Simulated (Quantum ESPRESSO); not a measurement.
CuO:

```
Cu O
1.0
     2.55255    0.00000    0.00000
     0.00000    2.55255    0.00000
     0.00000    0.00000    2.55255
Cu O
1 1
Direct
  0.00000 0.00000 0.00000
  0.50000 0.50000 0.50000
```

Measurements of this composition are mostly on another form, of space group No. 15.

Base run:

```yaml
Program: Quantum ESPRESSO 7.5
Functional: PBEsol
Potentials_or_basis: SSSP 1.3 efficiency PBE
Cutoff: 748 eV
Density_cutoff: 5987 eV
k_mesh: 10 × 10 × 10
Occupations: fermi-dirac, width 0.05 eV
Spin: no spin polarisation
```

Its results: band gap on the k mesh none (metal or under the smearing width); pressure 9.4 GPa.

**Question.** After a change of settings the same cell gave: band gap on the k mesh none (metal or under the smearing width); pressure 12.9 GPa. Which change was it?
A. hubbard terms from none to Cu d U = 1 eV
B. functional from PBEsol to PBE; hubbard projectors from ortho-atomic to none
C. hubbard terms from none to Cu d U = 4 eV

**Answer.** C.

Caveats: the potentials were made for another functional, which shifts forces and pressure; an odd number of electrons without spin polarisation forces a metal; a magnetic or distorted state may lie lower; the run has no spin polarisation, though such a crystal can be magnetic; semilocal functionals often make such compounds metallic where correlation or magnetic order opens a gap, which also shifts bond lengths (some runs); U without spin polarisation on a metal has little footing (some runs).

Not every run made on this cell is shown here.
